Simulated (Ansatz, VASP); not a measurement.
InSe: VASP beside Ansatz

```
In Se
1.0
     1.95917    1.13113    8.26771
    -1.95917    1.13113    8.26771
     0.00000   -2.26226    8.26771
In Se
2 2
Direct
  0.88860 0.88860 0.88860
  0.00000 0.00000 0.00000
  0.17190 0.17190 0.17190
  0.38350 0.38350 0.38350
```

Change from the starting cell: volume scaled by 0.94.

Alike in both runs: task single point; functional PBE; k mesh 8 × 8 × 8; occupations fermi-dirac, width 0.05 eV; no spin polarisation.

```csv
,VASP,Ansatz
version,VASP 6.6.1,Ansatz 0.2.0
potentials or method,"VASP PAW PBE potentials, release 64 (In_d, Se)",Ansatz PAW
plane-wave cutoff (eV),520,420
valence electrons in the cell,38,58
```

Ansatz gave:

- gap on the k mesh at the Fermi level (eV): 0.62
- least direct gap on the mesh (eV): 0.62
- pressure (GPa): 6.7
- largest component of the traceless stress (GPa): 1.10
- rms of the force components (eV/Å): 0.408

Q: Estimate VASP's values.

A: gap on the k mesh at the Fermi level (eV): 0.60; least direct gap on the mesh (eV): 0.60; pressure (GPa): 6.8; largest component of the traceless stress (GPa): 1.11; rms of the force components (eV/Å): 0.419.

Atom by atom the forces differ by 0.011 eV/Å (rms over components). The two sets of potentials don't hold the same shells in valence.

Caveats: spin-orbit coupling is left out, which moves the levels of the heavy elements. A k mesh can miss the band edges.
